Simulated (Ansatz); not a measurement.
Runs of Ansatz 0.2.0 on P. It takes space group Cmce (No. 64, orthorhombic). Conventional cell: a = 3.295 Å, b = 10.930 Å, c = 4.544 Å, α = 90.00°, β = 90.00°, γ = 90.00°. P (site symmetry m) has 3 P at 2.20 to 2.25 Å as nearest neighbours. 

```tsv
task	level	cell	smearing	points for each segment of the path	gap on the mesh (eV)	pressure (GPa)	relaxed volume (Å³/atom)	largest force (eV/Å)
relaxation of cell and atoms	BLYP	relaxed	fermi-dirac 0.05 eV	-	(d)	0.0	34.52	0.01
single point	PBE	as given	gaussian 0.028 eV	-	0.10	2.0	-	0.34
band structure	BLYP	as given	fermi-dirac 0.05 eV	14	(b)	6.4	-	0.47
relaxation of cell and atoms	PBE+D3(BJ)	relaxed	fermi-dirac 0.05 eV	-	-	0.0	(a)	0.01
relaxation of cell and atoms	PBE+D4	relaxed	fermi-dirac 0.05 eV	-	-	0.0	17.69	-
relaxation of cell and atoms	revPBE	relaxed	fermi-dirac 0.05 eV	-	(c)	0.0	30.23	-
```

Alike in all rows: potentials or basis Ansatz PAW; no spin polarisation; k mesh 8 × 8 × 6; cutoff (eV) 420.

Problem. Estimate the missing entries.

Solution. (a) 17.57; (b) 0.19; (c) 0.90; (d) 1.00.

Caveats: the plane-wave basis is chosen anew once the cell has moved, so the energies of steps on either side of that aren't comparable (some runs); the PAW data sets come from PBE, with cores solved anew for the run's functional, which leaves a small shift of forces and pressure (some runs); the volume moved by over 15 % at a fixed basis, so the end points are rough (some runs).

A k mesh can miss the band edges.
